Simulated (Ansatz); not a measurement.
Set up this calculation in Ansatz 0.2.0, as the native input.

```
Task                : single point
Functional          : PBEsol
Potentials or basis : all-electron LAPW, scalar-relativistic
Cutoff              : 213 eV (chosen from the basis error)
Basis error allowed : 0.001 eV/atom
k mesh              : 10 × 10 × 10
Occupations         : gaussian, width 0.1 eV
Spin                : no spin polarisation
```

The system is Hf.

```
CELL_PARAMETERS angstrom
-1.80500 1.80500 1.80500
1.80500 -1.80500 1.80500
1.80500 1.80500 -1.80500
ATOMIC_POSITIONS crystal
Hf 0.00000 0.00000 0.00000
```

This isn't the form of Hf at room conditions, which is hcp.

These files were run (other wordings do the same):

input.yaml

```yaml
crystal:
  lattice:
    - [-1.805, 1.805, 1.805]
    - [1.805, -1.805, 1.805]
    - [1.805, 1.805, -1.805]
  atoms:
    - { symbol: Hf, position: [0.0, 0.0, 0.0] }
kpoints:
  mp_grid: { grid: [10, 10, 10] }
scf:
  occupations: { method: gaussian, width: 0.1 }
hamiltonian:
  xc: pbesol
  pseudopotentials: { kind: all_electron, lapw: { basis_error: 0.001 } }
output:
  forces: true
  stress: true
  eigenvalues: true
```

Potentials or basis: all-electron LAPW, scalar-relativistic.

Command:

```console
$ ansatz run input.yaml --threads 1 --pin off --max-ram 3072MiB --backend cpu --events-out ev --progress --plain --runs-dir out
```

Results of the run:

* Pressure: -9.1 GPa
* Band gap on the k mesh: none (metal or under the smearing width)

Run time: 4.3 s on 1 thread of Arm Neoverse V2, with other jobs on the host, peak memory 0.24 GiB.
